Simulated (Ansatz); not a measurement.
Crystal: PtSe2 (Sudovikovite).

```
CELL_PARAMETERS angstrom
3.72400 0.00000 0.00000
-1.86200 3.22508 0.00000
0.00000 0.00000 5.06200
ATOMIC_POSITIONS crystal
Pt 0.00000 0.00000 0.00000
Se 0.66667 0.33333 0.75000
Se 0.33333 0.66667 0.25000
```

```yaml
Program: Ansatz 0.2.0
Task: relaxation of cell and atoms
Functional: PBEsol
Dispersion: D3(BJ)
Potentials_or_basis: Ansatz PAW
Cutoff: "420 eV (not typed: the program's choice for these potentials)"
k_mesh: 8 × 8 × 5
Occupations: fermi-dirac, width 0.05 eV
Spin: no spin polarisation
```

At the start: volume 20.27 Å³/atom.

Q: How do energy, volume and symmetry change on relaxing?

A: It ends after 7 steps and the volume is 18.71 Å³/atom (-7.7 %); space group P-3m1 (No. 164, to 0.05 Å).

The path:
```
step  energy change (eV)  largest force (eV/Å)  volume (Å³)
   1              0.0000                0.3468        60.80
   2             -0.0621                0.3023        56.04
   3             -0.0934                0.1163        56.55
   4             -0.0982                0.0256        55.78
   5             -0.0988                0.0243        56.20
   6             -0.0988                0.0041        56.13
   7             -0.0979                0.0040        56.13
```

Final structure:
```
CELL_PARAMETERS angstrom
3.73594 0.00000 0.00000
-1.86797 3.23542 0.00000
0.00000 0.00000 4.64344
ATOMIC_POSITIONS crystal
Pt 0.00000 0.00000 0.00000
Se 0.66667 0.33333 0.72779
Se 0.33333 0.66667 0.27221
```

Caveat: the plane-wave basis is chosen anew once the cell has moved, so the energies of steps on either side of that aren't comparable; the PAW data sets come from PBE, with cores solved anew for the run's functional, which leaves a small shift of forces and pressure.
